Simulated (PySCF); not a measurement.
# SnTe (Fm-3m) in PySCF: notebook

One crystal, SnTe, is run at these levels: LDA, PBE; tasks: band structure.

Everything below comes from runs of PySCF 2.14.0. Logs are shortened: lines on timing, memory, paths and dates and some standing lists are left out, and cuts for length are marked.

**The experiment to reproduce.**

From a printed reference work, textbook, for a bulk crystal of SnTe at 300 K: band gap 0.18 eV (direct).

The results are compared with them further down.

**1. The crystal as given**

It takes space group Fm-3m (No. 225, cubic). The conventional cell has a = 6.302 Å, b = 6.302 Å, c = 6.302 Å, α = 90.00°, β = 90.00°, γ = 90.00°. Around Te (site symmetry m-3m) lie 6 Sn at 3.15 Å. Sn (site symmetry m-3m) has 6 Te at 3.15 Å as nearest neighbours.

**2. Band structure, LDA**

The input, run.py:

```python
import json
import numpy as np
from pyscf.pbc import gto, scf, dft, df

cell = gto.Cell()
cell.basis = {'Sn': 'DZVP-MOLOPT-SR-GTH-q4', 'Te': 'DZVP-MOLOPT-SR-GTH-q6'}
cell.pseudo = {'Sn': 'GTH-PBE-q4', 'Te': 'GTH-PBE-q6'}
cell.fromfile('SnTe.xyz')
cell.ke_cutoff = 50  # hartree
cell.exp_to_discard = 0.02
cell.precision = 1e-08
cell.space_group_symmetry = True
cell.symmorphic = False
cell.max_memory = 5880  # MB
cell.verbose = 4
cell.build()

res = {}
kpts = cell.make_kpts([5, 5, 5], space_group_symmetry=True, time_reversal_symmetry=True)
cell.space_group_symmetry = False  # the mesh holds the operations; no search on the supercells of the integral code
mf = dft.KRKS(cell, kpts, xc='LDA_X,LDA_C_PW')
mf = mf.multigrid_numint()
mf = mf.smearing(sigma=0.00183747, method='fermi')  # hartree
mf.conv_tol = 1e-07
mf.max_cycle = 60

mf.kernel()
res.update(converged=bool(mf.converged), e_tot=mf.e_tot, nelec=cell.nelectron, nao=cell.nao, mesh=list(map(int, cell.mesh)), a=cell.lattice_vectors().tolist(), coords=cell.atom_coords().tolist(),
           mo_energy=[np.real(x).tolist() for x in mf.mo_energy], mo_occ=[np.real(x).tolist() for x in mf.mo_occ])
res.update(e_free=mf.e_free, e_zero=mf.e_zero)
res.update(kpts=kpts.kpts_scaled_ibz.tolist(), weights=kpts.weights_ibz.tolist())
res['parts'] = {k: float(np.real(v)) for k, v in mf.scf_summary.items() if np.isscalar(v)}
json.dump(res, open('results.json', 'w'))
if not mf.converged:
    raise SystemExit('SCF not converged')

print('levels (eV)')
for i, kp in enumerate(res['kpts'][:40]):
    print('k %7.4f %7.4f %7.4f  ' % tuple(kp), ' '.join('%.3f' % (x * 27.211386) for x in res['mo_energy'][i][:10]))

mf = mf.to_khf()  # unfold to the whole mesh
kpts = mf.kpts
# Mulliken populations
dm, s = np.asarray(mf.make_rdm1()), np.asarray(mf.get_ovlp())
sites = cell.aoslice_by_atom()[:, 2:]
tot = np.einsum('kij,kji->i', dm, s).real / len(kpts)
res['mulliken'] = [cell.atom_charge(i) - tot[a0:a1].sum() for i, (a0, a1) in enumerate(sites)]
print('Mulliken charges', np.round(res['mulliken'], 5))

scaled = np.array([[0.0, 0.0, 0.0], [0.1, 0.0, 0.1], [0.2, 0.0, 0.2], [0.3, 0.0, 0.3], [0.4, 0.0, 0.4], [0.5, 0.0, 0.5], [0.5, 0.125, 0.625], [0.5, 0.25, 0.75], [0.375, 0.375, 0.75], [0.3125, 0.3125, 0.625], [0.25, 0.25, 0.5], [0.1875, 0.1875, 0.375], [0.125, 0.125, 0.25], [0.0625, 0.0625, 0.125], [0.0, 0.0, 0.0], [0.1, 0.1, 0.1], [0.2, 0.2, 0.2], [0.3, 0.3, 0.3], [0.4, 0.4, 0.4], [0.5, 0.5, 0.5], [0.53125, 0.4375, 0.53125], [0.5625, 0.375, 0.5625], [0.59375, 0.3125, 0.59375], [0.625, 0.25, 0.625], [0.5625, 0.25, 0.6875], [0.5, 0.25, 0.75], [0.5, 0.3, 0.7], [0.5, 0.35, 0.65], [0.5, 0.4, 0.6], [0.5, 0.45, 0.55], [0.5, 0.5, 0.5], [0.475, 0.475, 0.55], [0.45, 0.45, 0.6], [0.425, 0.425, 0.65], [0.4, 0.4, 0.7], [0.375, 0.375, 0.75], [0.625, 0.25, 0.625], [0.583333, 0.166667, 0.583333], [0.541667, 0.083333, 0.541667], [0.5, 0.0, 0.5]])  # GXWKGLUWLK,UX
e_kn = mf.get_bands(cell.get_abs_kpts(scaled))[0]
res.update(band_k=np.asarray(scaled).tolist(), bands=np.asarray(e_kn).real.tolist())
for kp, e in zip(scaled, np.asarray(e_kn).real):
    print('k %7.4f %7.4f %7.4f  ' % tuple(kp), ' '.join('%8.3f' % (x * 27.211386) for x in e[:11]))
res['done'] = True
json.dump(res, open('results.json', 'w'))
```

The input, SnTe.xyz:

```xyz
2
Lattice="0.0000000000 3.1508500000 3.1508500000 3.1508500000 0.0000000000 3.1508500000 3.1508500000 3.1508500000 0.0000000000" Properties=species:S:1:pos:R:3 pbc="T T T"
Te     3.1508500000      3.1508500000      3.1508500000
Sn     0.0000000000      0.0000000000      0.0000000000
```

Potentials or basis: DZVP-MOLOPT-SR/GTH-PBE (potentials made for PBE).

The run is started by

```bash
OMP_NUM_THREADS=4 python -u run.py > log
```

The program printed:

```text
Discarded 0 diffused primitive functions, 0 contracted functions
time reversal: False
k-points in IBZ                         weights
  0:  0.000000,  0.000000,  0.000000    1/125
  1:  0.600000,  0.600000, -0.000000    6/125
  2:  0.600000,  0.600000,  0.600000    8/125
  3:  0.800000,  0.400000,  0.400000    12/125
  4:  0.800000,  0.600000,  0.400000    24/125
  5:  0.800000,  0.800000,  0.000000    6/125
  6:  0.800000,  0.800000,  0.200000    24/125
  7:  0.800000,  0.800000,  0.400000    24/125
  8:  0.800000,  0.800000,  0.600000    12/125
  9:  0.800000,  0.800000,  0.800000    8/125

******** <class 'pyscf.pbc.scf.smearing.SmearingKsymAdaptedKRKS'> ********
method = SmearingKsymAdaptedKRKS
initial guess = minao
damping factor = 0
level_shift factor = 0
DIIS = <class 'pyscf.scf.diis.CDIIS'>
diis_start_cycle = 1
diis_space = 8
diis_damp = 0
SCF conv_tol = 1e-07
SCF conv_tol_grad = None
SCF max_cycles = 60
direct_scf = True
direct_scf_tol = 1e-13

******** PBC SCF flags ********
N kpts (BZ) = 125
N kpts (IBZ) = 10
Exchange divergence treatment (exxdiv) = ewald
    madelung (= occupied orbital energy shift) = 0.07700158766150324
    Total energy shift due to Ewald probe charge = -1/2 * Nelec*madelung = -0.385007938308
DF object = <pyscf.pbc.df.fft.FFTDF object>
XC functionals = LDA_X,LDA_C_PW
small_rho_cutoff = 0
Uniform grid, mesh = [29 29 29]
Set gradient conv threshold to 0.000316228
nelec by numeric integration = 9.999999999999996
init E= -11.5467644529084
    sigma = 0.00183747  Optimized mu = 0.249663141775  entropy = 0.000604858542972
nelec by numeric integration = 10.000000000000009
    Total E(T) = -11.6501471042747  Free energy = -11.6501482156841  E0 = -11.6501476599794
cycle= 1 E= -11.6501471042747  delta_E= -0.103  |g|= 0.149  |ddm|= 7.76
    sigma = 0.00183747  Optimized mu = 0.238251019436  entropy = 0.00168654500627
nelec by numeric integration = 10.000000000000012
    Total E(T) = -11.6508392736236  Free energy = -11.6508423725995  E0 = -11.6508408231116
cycle= 2 E= -11.6508392736236  delta_E= -0.000692  |g|= 0.105  |ddm|= 0.872
    sigma = 0.00183747  Optimized mu = 0.238936666264  entropy = 0.000726083826121
nelec by numeric integration = 10.000000000000005
    Total E(T) = -11.6514751305318  Free energy = -11.6514764646891  E0 = -11.6514757976105
cycle= 3 E= -11.6514751305318  delta_E= -0.000636  |g|= 0.0341  |ddm|= 0.469
    sigma = 0.00183747  Optimized mu = 0.239491935833  entropy = 0.000894028074355
nelec by numeric integration = 10.000000000000012
    Total E(T) = -11.65156639147  Free energy = -11.6515680342197  E0 = -11.6515672128448
cycle= 4 E= -11.65156639147  delta_E= -9.13e-05  |g|= 0.000162  |ddm|= 0.133
    sigma = 0.00183747  Optimized mu = 0.239487434999  entropy = 0.000894837782989
nelec by numeric integration = 10.000000000000012
    Total E(T) = -11.6515663918449  Free energy = -11.6515680360825  E0 = -11.6515672139637
cycle= 5 E= -11.6515663918449  delta_E= -3.75e-10  |g|= 1.53e-06  |ddm|= 0.000541
    sigma = 0.00183747  Optimized mu = 0.239487418171  entropy = 0.000894855369396
nelec by numeric integration = 10.00000000000001
    Total E(T) = -11.6515663918125  Free energy = -11.6515680360824  E0 = -11.6515672139475
Extra cycle  E= -11.6515663918125  delta_E= 3.24e-11  |g|= 1.87e-06  |ddm|= 1.15e-05
converged SCF energy = -11.6515663918125
levels (eV)
k  0.0000  0.0000  0.0000   -6.373 1.785 4.295 4.295 4.295 9.974 9.974 9.974 11.426 11.426
k  0.6000  0.6000 -0.0000   -5.016 -0.268 1.608 2.742 2.742 8.799 11.360 11.360 11.786 15.374
k  0.6000  0.6000  0.6000   -5.285 -1.598 4.496 4.496 6.044 6.979 6.979 7.050 14.514 15.474
k  0.8000  0.4000  0.4000   -4.765 -0.777 0.961 2.932 3.343 9.723 10.043 10.785 12.510 16.828
k  0.8000  0.6000  0.4000   -4.850 -1.084 1.890 1.968 5.166 7.592 10.869 11.009 12.235 14.575
k  0.8000  0.8000  0.0000   -5.947 0.401 3.586 3.586 5.277 7.587 10.148 10.283 10.283 13.940
k  0.8000  0.8000  0.2000   -5.325 -0.883 3.160 3.389 4.105 8.790 9.231 9.665 10.847 16.458
k  0.8000  0.8000  0.4000   -4.955 -1.606 2.394 3.908 4.785 7.783 8.080 10.272 13.774 14.990
k  0.8000  0.8000  0.6000   -5.566 -0.692 2.788 4.725 6.085 6.992 7.090 10.466 12.705 13.004
k  0.8000  0.8000  0.8000   -6.052 0.290 4.330 4.330 5.199 8.463 8.463 8.642 12.231 12.484
Mulliken charges [-0.19353  0.19353]
nelec by numeric integration = 10.000000000000012
k  0.0000  0.0000  0.0000     -6.373    1.785    4.295    4.295    4.295    9.974    9.974    9.974   11.426   11.426   11.426
k  0.1000  0.0000  0.1000     -6.264    1.221    4.077    4.077    5.108    8.384   10.005   10.005   11.024   12.145   12.145
k  0.2000  0.0000  0.2000     -5.947    0.401    3.586    3.586    5.277    7.587   10.148   10.283   10.283   13.940   13.940
k  0.3000  0.0000  0.3000     -5.480   -0.149    3.087    3.087    3.318    9.324    9.563   10.801   10.801   14.808   16.439
k  0.4000  0.0000  0.4000     -5.016   -0.268    1.608    2.742    2.742    8.799   11.360   11.360   11.786   15.374   18.837
k  0.5000  0.0000  0.5000     -4.810   -0.031    0.701    2.620    2.620    8.622   11.623   11.623   13.010   15.608   18.729
[... 32 lines left out ...]
k  0.5417  0.0833  0.5417     -4.798   -0.208    0.747    2.675    2.781    8.849   11.236   11.414   12.915   16.122   18.283
k  0.5000  0.0000  0.5000     -4.810   -0.031    0.701    2.620    2.620    8.622   11.623   11.623   13.010   15.608   18.729
```

Wall time 28 s (4 threads of AMD EPYC 7R43 (Zen 3), shared host); peak memory 1.3 GiB.

What came out:

```yaml
Free_energy: -317.0553 eV
Band_gap_along_the_path: 0.14 eV, direct
Mulliken_charges: Te -0.19; Sn +0.19 e
```

Levels at the corners of the path, in eV from the Fermi level:
```csv
point,band 1,band 2,band 3,band 4,band 5,band 6,band 7,band 8,band 9,band 10
Γ,-12.89,-4.73,-2.22,-2.22,-2.22,3.46,3.46,3.46,4.91,4.91
X,-11.33,-6.55,-5.82,-3.90,-3.90,2.11,5.11,5.11,6.49,9.09
W,-11.23,-7.47,-5.05,-5.05,-0.93,0.76,5.05,5.05,6.56,6.56
K,-11.28,-7.53,-5.41,-3.41,-2.88,2.98,3.22,4.52,5.75,9.65
Γ,-12.89,-4.73,-2.22,-2.22,-2.22,3.46,3.46,3.46,4.91,4.91
L,-11.60,-8.47,-1.97,-1.97,-0.10,0.04,0.23,0.23,8.80,11.01
U,-11.28,-7.53,-5.41,-3.41,-2.88,2.98,3.22,4.52,5.75,9.65
W,-11.23,-7.47,-5.05,-5.05,-0.93,0.76,5.05,5.05,6.56,6.56
L,-11.60,-8.47,-1.97,-1.97,-0.10,0.04,0.23,0.23,8.80,11.01
K,-11.28,-7.53,-5.41,-3.41,-2.88,2.98,3.22,4.52,5.75,9.65
U,-11.28,-7.53,-5.41,-3.41,-2.88,2.98,3.22,4.52,5.75,9.65
X,-11.33,-6.55,-5.82,-3.90,-3.90,2.11,5.11,5.11,6.49,9.09
```

Caveat: Mulliken charges move with the basis; this odd mesh misses L, where the gap lies, so gap, dielectric constants and Born charges aren't listed; spin-orbit coupling is left out, which moves the levels of the heavy elements; the basis of atomic orbitals isn't converged, which shifts pressures, moduli and gaps.

**3. Band structure, PBE**

Edit run.py of step 2 so:

```diff
@@ -20,3 +20,3 @@
 cell.space_group_symmetry = False  # the mesh holds the operations; no search on the supercells of the integral code
-mf = dft.KRKS(cell, kpts, xc='LDA_X,LDA_C_PW')
+mf = dft.KRKS(cell, kpts, xc='pbe')
 mf = mf.multigrid_numint()
```

SnTe.xyz is that of step 2.

Potentials or basis: DZVP-MOLOPT-SR/GTH-PBE (potentials made for PBE).

The run is started by

```bash
OMP_NUM_THREADS=4 python -u run.py > log
```

It took 25 s on 4 threads of AMD EPYC 7R43 (Zen 3), shared host; peak memory 1.3 GiB.

Results (log left out):

```
Free energy             : -317.6273 eV
Band gap along the path : 0.06 eV, direct
Mulliken charges        : Te -0.17; Sn +0.17 e
```

Levels at the corners of the path, in eV from the Fermi level:
| point | band 2 | band 3 | band 4 | band 5 | band 6 | band 7 | band 8 | band 9 |
| --- | --- | --- | --- | --- | --- | --- | --- | --- |
| Γ | -4.80 | -2.24 | -2.24 | -2.24 | 3.42 | 3.42 | 3.42 | 5.01 |
| X | -6.61 | -5.75 | -3.88 | -3.88 | 2.26 | 5.03 | 5.03 | 6.41 |
| W | -7.51 | -5.00 | -5.00 | -0.95 | 0.75 | 5.06 | 5.06 | 6.57 |
| K | -7.56 | -5.35 | -3.39 | -2.87 | 2.94 | 3.21 | 4.60 | 5.69 |
| Γ | -4.80 | -2.24 | -2.24 | -2.24 | 3.42 | 3.42 | 3.42 | 5.01 |
| L | -8.48 | -1.96 | -1.96 | -0.04 | 0.02 | 0.23 | 0.23 | 8.88 |
| U | -7.56 | -5.35 | -3.39 | -2.87 | 2.94 | 3.21 | 4.60 | 5.69 |
| W | -7.51 | -5.00 | -5.00 | -0.95 | 0.75 | 5.06 | 5.06 | 6.57 |
| L | -8.48 | -1.96 | -1.96 | -0.04 | 0.02 | 0.23 | 0.23 | 8.88 |
| K | -7.56 | -5.35 | -3.39 | -2.87 | 2.94 | 3.21 | 4.60 | 5.69 |
| U | -7.56 | -5.35 | -3.39 | -2.87 | 2.94 | 3.21 | 4.60 | 5.69 |
| X | -6.61 | -5.75 | -3.88 | -3.88 | 2.26 | 5.03 | 5.03 | 6.41 |

Caveat: Mulliken charges move with the basis; this odd mesh misses L, where the gap lies, so gap, dielectric constants and Born charges aren't listed; spin-orbit coupling is left out, which moves the levels of the heavy elements; the basis of atomic orbitals isn't converged, which shifts pressures, moduli and gaps.

**4. How close it comes**

Step 2. Measured gap of SnTe: 0.18 eV (direct; 300 K; a printed reference work, textbook). This calculation gives 0.14 eV (-0.04 eV). Spin-orbit coupling on Sn, Te is left out. The value is that of LDA in an atomic basis (DZVP-MOLOPT-SR/GTH-PBE (potentials made for PBE)), whose error adds to the functional's,, without temperature or zero-point motion. Semilocal functionals fall short of measured gaps as a rule.

Step 3. Against the measured gap of SnTe, 0.18 eV (direct; 300 K; a printed reference work, textbook), the calculated 0.06 eV is off by -0.12 eV. Spin-orbit coupling on Sn, Te is left out. The value is that of PBE in an atomic basis (DZVP-MOLOPT-SR/GTH-PBE (potentials made for PBE)), whose error adds to the functional's,, without temperature or zero-point motion. Semilocal functionals fall short of measured gaps as a rule.
